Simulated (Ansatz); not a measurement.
Consider HfS2 (layers cut from the bulk crystal).

The cell holds 3 atoms: 2 S and 1 Hf. Its edges and angles: a = 3.623 Å, b = 3.623 Å, c = 29.000 Å, α = 90.0°, β = 90.0°, γ = 120.0°. It derives from HfS2. Vacuum lies along c.

```xyz
3
Lattice="3.6231 0.0000 0.0000 -1.8115 3.1377 0.0000 0.0000 0.0000 29.0000" Properties=species:S:1:pos:R:3
S     0.0000    2.0918   13.0470
Hf    0.0000    0.0000   14.5000
S     1.8115    1.0459   15.9530
```

The structure was relaxed with PBE-D3(BJ). At the settings of the band run the largest force is still 0.07 eV/Å. The runs that relaxed it are not among those shown. Spin-orbit coupling is left out unless a run names it.

Gaps computed with Ansatz 0.2.0 without a self-energy: PBE 1.22 eV, PBE+SOC 1.16 eV and HSE06 2.06 eV.

Q: Estimate the G0W0@PBE gap with 6×6×1 mesh, 264 empty bands, screening to 50 eV, PAW set soft_1 files.

About 2.33 eV: on its mesh the run moves the gap from 1.22 eV by +1.11 eV. Among the scalar-relativistic levels given, HSE06 is nearest (−0.27 eV). Spin-orbit coupling is not in that value; its −0.06 eV at the PBE level would bring it to about 2.27 eV. Bands and cutoff are finite, so the gap is not at the basis limit. The miss can reach some tenths of an eV and take either sign; the mesh is an error of its own. The mesh in the plane is coarse for a sheet; gap and any exciton binding can still move on denser ones. The many-body steps are scalar-relativistic: spin-orbit coupling is not in them.

[Paths, hosts, dates, memory and timing lines, banners, echoed tables and standing remarks are left out of the program output.]

[Logs are printed without paths, hosts, clocks, repeated set-up lines and the standing remarks that a program may print on its own settings, such as how far it seeks lower states.]

[Runs of the session that timed out or met a known fault of the program may be left out.]

[Cells called generated may have been cut or substituted from an entry of the Crystallography Open Database or the Materials Project.]

[Hosts, paths, dates, database ids (printed as entryN), source tags and the programs' standing remarks are cut or masked in the printed files.]
